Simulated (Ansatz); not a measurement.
The reference is RuO2 in the rutile structure (space group P4_2/mnm, No. 136; a = 4.480 Å, c = 3.107 Å).

Level of theory: Ansatz (a program for electronic structure) r2SCAN, spin-orbit coupling left out.

For the base:

```
Property   Result
--------  -------
Pressure  0.0 GPa
```

It is then changed as follows: every lattice vector is shortened by 1.08 %, atoms relaxed at fixed cell.

Task: What does the calculation give for the pressure after the change?

Result: The pressure (mean of the normal stresses, compression positive) goes from zero to 10.2 GPa.

Task: How does this affect the energy relative to the base?

Result: The energy rises by 10 meV/atom.

The cells carry an imposed strain or load. No phonon test of stability was made. Starting moments died away, wholly or in part, for the base; another magnetic solution may exist. No Hubbard U is applied, and correlation can decide whether such a compound is a metal. All final runs are without spin polarisation.
